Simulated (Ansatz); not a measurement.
# MoS2: the cost of one run

Program: Ansatz 0.2.0. Level of theory: DFT LDA, scalar-relativistic. These are calculated values, not measurements.

## Step 1: The system as given

Symmetry: P6_3/mmc, No. 194, hexagonal system. The conventional cell has a = 3.161 Å, b = 3.161 Å, c = 12.295 Å, α = 90.00°, β = 90.00°, γ = 120.00°. Mo (site symmetry -6m2) has 6 S at 2.37 Å as nearest neighbours. S (site symmetry 3m) is surrounded by 3 Mo at 2.37 Å.

As a file:

```xyz
6
Lattice="3.1610 0.0000 0.0000 -1.5805 2.7375 0.0000 0.0000 0.0000 12.2950" Properties=species:S:1:pos:R:3 pbc="T T T"
Mo    0.0000    1.8250    3.0737
Mo    1.5805    0.9125    9.2212
S     0.0000    1.8250    7.7151
S     1.5805    0.9125    1.5676
S     0.0000    1.8250   10.7274
S     1.5805    0.9125    4.5799
```

Atoms are numbered in the order of the input: Mo1, Mo2, S3, S4, S5, S6.

## Step 2: After the deformation

Space group P6_3/mmc before, P6_3/mmc after.

## Step 3: LAPW, all electrons

input.yaml reads:

```yaml
crystal:
  lattice:
    - [3.0977815696, 0.0, 0.0]
    - [-1.5488907848, 2.6827575346, 0.0]
    - [0.0, 0.0, 12.295]
  atoms:
    - { symbol: Mo, position: [0.3333333333, 0.6666666667, 0.25] }
    - { symbol: Mo, position: [0.6666666667, 0.3333333333, 0.75] }
    - { symbol: S, position: [0.3333333333, 0.6666666667, 0.6275] }
    - { symbol: S, position: [0.6666666667, 0.3333333333, 0.1275] }
    - { symbol: S, position: [0.3333333333, 0.6666666667, 0.8725] }
    - { symbol: S, position: [0.6666666667, 0.3333333333, 0.3725] }
kpoints:
  mp_grid: { grid: [10, 10, 3] }
  band_path:
    path:
      - [0.0, 0.0, 0.0]
      - [0.5, 0.0, 0.0]
      - [0.3333333333, 0.3333333333, 0.0]
      - [0.0, 0.0, 0.0]
      - [0.0, 0.0, 0.5]
      - [0.5, 0.0, 0.5]
      - [0.3333333333, 0.3333333333, 0.5]
      - [0.0, 0.0, 0.5]
      - [0.5, 0.0, 0.5]
    npoints: 5
scf:
  occupations: { method: fermi_dirac, width: 0.03 }
hamiltonian:
  xc: lda
  pseudopotentials: { kind: all_electron, lapw: { basis_error: 0.001 } }
output:
  forces: true
  stress: true
  eigenvalues: true
```

Run with:

```bash
$ ansatz run input.yaml --threads 2 --pin off --max-ram 8192MiB --backend cpu --events-out ev --progress --plain --runs-dir out
```

**Question.** How long does this run take on 2 threads of Intel Xeon Platinum 8488C (Sapphire Rapids), shared host, and how much memory does it need?

About 30 s, with a peak of 0.66 GiB.
